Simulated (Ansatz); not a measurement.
**H started in the widest void in zincblende MgS, 65 atoms, charge −1**

A calculation with Ansatz 0.2.0 (PAW, plane waves); the settings stand in the input.

Input:

```yaml
crystal:
  lattice:
    - [11.303065, 0.000000, 0.000000]
    - [0.000000, 11.303065, 0.000000]
    - [0.000000, 0.000000, 11.303065]
  atoms:
    - { symbol: Mg, position: [0.999461, 0.999686, 0.999398] }
    - { symbol: Mg, position: [0.002818, 0.002956, 0.501655] }
    - { symbol: Mg, position: [0.002811, 0.501864, 0.002786] }
    - { symbol: Mg, position: [0.996506, 0.501620, 0.501306] }
    - { symbol: Mg, position: [0.501703, 0.003035, 0.002798] }
    - { symbol: Mg, position: [0.501336, 0.996697, 0.501284] }
    - { symbol: Mg, position: [0.501385, 0.501559, 0.996406] }
    - { symbol: Mg, position: [0.483240, 0.483432, 0.483162] }
    - { symbol: Mg, position: [0.248665, 0.248926, 0.996588] }
    - { symbol: Mg, position: [0.266062, 0.266323, 0.483690] }
    - { symbol: Mg, position: [0.248295, 0.747308, 0.002738] }
    - { symbol: Mg, position: [0.248489, 0.753550, 0.501203] }
    - { symbol: Mg, position: [0.747118, 0.248554, 0.002726] }
    - { symbol: Mg, position: [0.753283, 0.248699, 0.501221] }
    - { symbol: Mg, position: [0.750527, 0.750771, 0.999306] }
    - { symbol: Mg, position: [0.746858, 0.747111, 0.501495] }
    - { symbol: Mg, position: [0.248735, 0.996865, 0.248610] }
    - { symbol: Mg, position: [0.248286, 0.002980, 0.747095] }
    - { symbol: Mg, position: [0.266227, 0.483848, 0.266192] }
    - { symbol: Mg, position: [0.248537, 0.501491, 0.753211] }
    - { symbol: Mg, position: [0.747096, 0.003032, 0.248279] }
    - { symbol: Mg, position: [0.750560, 0.999507, 0.750514] }
    - { symbol: Mg, position: [0.753279, 0.501438, 0.248505] }
    - { symbol: Mg, position: [0.746907, 0.501786, 0.746855] }
    - { symbol: Mg, position: [0.996646, 0.248848, 0.248678] }
    - { symbol: Mg, position: [0.002773, 0.248546, 0.747019] }
    - { symbol: Mg, position: [0.002783, 0.747324, 0.248229] }
    - { symbol: Mg, position: [0.999243, 0.750733, 0.750512] }
    - { symbol: Mg, position: [0.483660, 0.266423, 0.266119] }
    - { symbol: Mg, position: [0.501212, 0.248659, 0.753193] }
    - { symbol: Mg, position: [0.501218, 0.753427, 0.248488] }
    - { symbol: Mg, position: [0.501592, 0.747145, 0.746850] }
    - { symbol: S, position: [0.124500, 0.124704, 0.124439] }
    - { symbol: S, position: [0.131700, 0.131911, 0.618339] }
    - { symbol: S, position: [0.131780, 0.618553, 0.131733] }
    - { symbol: S, position: [0.124320, 0.625849, 0.625575] }
    - { symbol: S, position: [0.618342, 0.132003, 0.131710] }
    - { symbol: S, position: [0.625631, 0.124499, 0.625571] }
    - { symbol: S, position: [0.625620, 0.625812, 0.124285] }
    - { symbol: S, position: [0.617859, 0.618066, 0.617810] }
    - { symbol: S, position: [0.375118, 0.375357, 0.113058] }
    - { symbol: S, position: [0.374792, 0.374977, 0.636715] }
    - { symbol: S, position: [0.374991, 0.875239, 0.122344] }
    - { symbol: S, position: [0.374934, 0.875158, 0.627512] }
    - { symbol: S, position: [0.875065, 0.375182, 0.122389] }
    - { symbol: S, position: [0.874920, 0.375179, 0.627472] }
    - { symbol: S, position: [0.875016, 0.875270, 0.125398] }
    - { symbol: S, position: [0.874862, 0.875068, 0.624363] }
    - { symbol: S, position: [0.375098, 0.113402, 0.375098] }
    - { symbol: S, position: [0.374960, 0.122603, 0.875004] }
    - { symbol: S, position: [0.374804, 0.637093, 0.374815] }
    - { symbol: S, position: [0.374947, 0.627751, 0.874853] }
    - { symbol: S, position: [0.875042, 0.122605, 0.374953] }
    - { symbol: S, position: [0.875011, 0.125665, 0.874974] }
    - { symbol: S, position: [0.874925, 0.627773, 0.374870] }
    - { symbol: S, position: [0.874871, 0.624644, 0.874893] }
    - { symbol: S, position: [0.113141, 0.375323, 0.375087] }
    - { symbol: S, position: [0.122391, 0.375206, 0.874959] }
    - { symbol: S, position: [0.122410, 0.875276, 0.374888] }
    - { symbol: S, position: [0.125420, 0.875185, 0.874985] }
    - { symbol: S, position: [0.636849, 0.375012, 0.374782] }
    - { symbol: S, position: [0.627542, 0.375115, 0.874831] }
    - { symbol: S, position: [0.627524, 0.875138, 0.374858] }
    - { symbol: S, position: [0.624422, 0.875104, 0.874848] }
    - { symbol: H, position: [0.374884, 0.374697, 0.375164] }
  symmetry: { detect: false }
kpoints:
  mp_grid: { grid: [1, 1, 1], shift: [0.25, 0.25, 0.25] }
hamiltonian:
  xc: pbesol
total_charge: -1
scf:
  occupations: { method: fermi_dirac, width: 0.01 }
neb:
  images: 5
  f_tol: 0.06
  max_iterations: 90
  relax_end_points: true
  final_atoms:
    - { symbol: Mg, position: [0.999461, 0.999686, 0.999398] }
    - { symbol: Mg, position: [0.002818, 0.002956, 0.501655] }
    - { symbol: Mg, position: [0.002811, 0.501864, 0.002786] }
    - { symbol: Mg, position: [0.996506, 0.501620, 0.501306] }
    - { symbol: Mg, position: [0.501703, 0.003035, 0.002798] }
    - { symbol: Mg, position: [0.501336, 0.996697, 0.501284] }
    - { symbol: Mg, position: [0.501385, 0.501559, 0.996406] }
    - { symbol: Mg, position: [0.483240, 0.483432, 0.483162] }
    - { symbol: Mg, position: [0.248665, 0.248926, 0.996588] }
    - { symbol: Mg, position: [0.266062, 0.266323, 0.483690] }
    - { symbol: Mg, position: [0.248295, 0.747308, 0.002738] }
    - { symbol: Mg, position: [0.248489, 0.753550, 0.501203] }
    - { symbol: Mg, position: [0.747118, 0.248554, 0.002726] }
    - { symbol: Mg, position: [0.753283, 0.248699, 0.501221] }
    - { symbol: Mg, position: [0.750527, 0.750771, 0.999306] }
    - { symbol: Mg, position: [0.746858, 0.747111, 0.501495] }
    - { symbol: Mg, position: [0.248735, 0.996865, 0.248610] }
    - { symbol: Mg, position: [0.248286, 0.002980, 0.747095] }
    - { symbol: Mg, position: [0.266227, 0.483848, 0.266192] }
    - { symbol: Mg, position: [0.248537, 0.501491, 0.753211] }
    - { symbol: Mg, position: [0.747096, 0.003032, 0.248279] }
    - { symbol: Mg, position: [0.750560, 0.999507, 0.750514] }
    - { symbol: Mg, position: [0.753279, 0.501438, 0.248505] }
    - { symbol: Mg, position: [0.746907, 0.501786, 0.746855] }
    - { symbol: Mg, position: [0.996646, 0.248848, 0.248678] }
    - { symbol: Mg, position: [0.002773, 0.248546, 0.747019] }
    - { symbol: Mg, position: [0.002783, 0.747324, 0.248229] }
    - { symbol: Mg, position: [0.999243, 0.750733, 0.750512] }
    - { symbol: Mg, position: [0.483660, 0.266423, 0.266119] }
    - { symbol: Mg, position: [0.501212, 0.248659, 0.753193] }
    - { symbol: Mg, position: [0.501218, 0.753427, 0.248488] }
    - { symbol: Mg, position: [0.501592, 0.747145, 0.746850] }
    - { symbol: S, position: [0.124500, 0.124704, 0.124439] }
    - { symbol: S, position: [0.131700, 0.131911, 0.618339] }
    - { symbol: S, position: [0.131780, 0.618553, 0.131733] }
    - { symbol: S, position: [0.124320, 0.625849, 0.625575] }
    - { symbol: S, position: [0.618342, 0.132003, 0.131710] }
    - { symbol: S, position: [0.625631, 0.124499, 0.625571] }
    - { symbol: S, position: [0.625620, 0.625812, 0.124285] }
    - { symbol: S, position: [0.617859, 0.618066, 0.617810] }
    - { symbol: S, position: [0.375118, 0.375357, 0.113058] }
    - { symbol: S, position: [0.374792, 0.374977, 0.636715] }
    - { symbol: S, position: [0.374991, 0.875239, 0.122344] }
    - { symbol: S, position: [0.374934, 0.875158, 0.627512] }
    - { symbol: S, position: [0.875065, 0.375182, 0.122389] }
    - { symbol: S, position: [0.874920, 0.375179, 0.627472] }
    - { symbol: S, position: [0.875016, 0.875270, 0.125398] }
    - { symbol: S, position: [0.874862, 0.875068, 0.624363] }
    - { symbol: S, position: [0.375098, 0.113402, 0.375098] }
    - { symbol: S, position: [0.374960, 0.122603, 0.875004] }
    - { symbol: S, position: [0.374804, 0.637093, 0.374815] }
    - { symbol: S, position: [0.374947, 0.627751, 0.874853] }
    - { symbol: S, position: [0.875042, 0.122605, 0.374953] }
    - { symbol: S, position: [0.875011, 0.125665, 0.874974] }
    - { symbol: S, position: [0.874925, 0.627773, 0.374870] }
    - { symbol: S, position: [0.874871, 0.624644, 0.874893] }
    - { symbol: S, position: [0.113141, 0.375323, 0.375087] }
    - { symbol: S, position: [0.122391, 0.375206, 0.874959] }
    - { symbol: S, position: [0.122410, 0.875276, 0.374888] }
    - { symbol: S, position: [0.125420, 0.875185, 0.874985] }
    - { symbol: S, position: [0.636849, 0.375012, 0.374782] }
    - { symbol: S, position: [0.627542, 0.375115, 0.874831] }
    - { symbol: S, position: [0.627524, 0.875138, 0.374858] }
    - { symbol: S, position: [0.624422, 0.875104, 0.874848] }
    - { symbol: H, position: [0.499884, 0.499697, 0.250164] }
```

Started with:

```sh
ansatz run in.yaml --threads 8 --pin off --max-ram 118750MiB --runs-dir r --events-out ev --progress --plain --backend cuda --devices 0, --max-vram 170GiB
```

The output:

```
9     0.00105722    -0.00158004
  atom  36  S     -0.00088803    -0.00136275    -0.00004640
  atom  37  S     -0.00004681    -0.00126808    -0.00085425
  atom  38  S     -0.00055196    -0.00088007     0.00018829
  atom  39  S     -0.00104972    -0.00047423     0.00003734
  atom  40  S      0.00075218    -0.00013587     0.00048667
  atom  41  S     -0.00137858    -0.00037847     0.00172032
  atom  42  S     -0.00087353    -0.00237819    -0.00345284
  atom  43  S     -0.00103567    -0.00082645    -0.00138365
  atom  44  S     -0.00051886    -0.00117976     0.00072425
  atom  45  S     -0.00097406    -0.00012600    -0.00116786
  atom  46  S     -0.00132801    -0.00059085     0.00064742
  atom  47  S     -0.00053353    -0.00086952    -0.00032817
  atom  48  S     -0.00062770    -0.00064969    -0.00068388
  atom  49  S     -0.00269131     0.00258561     0.00208554
  atom  50  S     -0.00053607    -0.00154020    -0.00079715
  atom  51  S      0.00132544    -0.00173056     0.00049992
  atom  52  S     -0.00135333    -0.00069665    -0.00082600
  atom  53  S     -0.00138781    -0.00070896    -0.00049339
  atom  54  S     -0.00142068    -0.00095567    -0.00012166
  atom  55  S     -0.00084721    -0.00007120    -0.00009571
  atom  56  S      0.00004835     0.00008337    -0.00004489
  atom  57  S      0.00168337    -0.00260934     0.00062721
  atom  58  S     -0.00206790    -0.00077621    -0.00037765
  atom  59  S     -0.00172738    -0.00061241    -0.00002171
  atom  60  S     -0.00024092    -0.00176650     0.00012612
  atom  61  S     -0.00294236     0.00096754     0.00114579
  atom  62  S      0.00046089    -0.00089020    -0.00023780
  atom  63  S      0.00063230    -0.00071556     0.00036461
  atom  64  S     -0.00101153    -0.00070165    -0.00081817
  atom  65  H     -0.00039471    -0.00196554     0.00195403
  max |Σ_I F_I| component: 8.34e-5 eV/Å
End of that report.
Error: Image 6 of the NEB, an end point, was to be relaxed (`neb.relax_end_points`), and it is not shown to lie in another minimum than the other end point. Relax both end points, each by itself: where they come to one geometry there is no path between them; else run the band between what they come to
```

No converged result was reached.
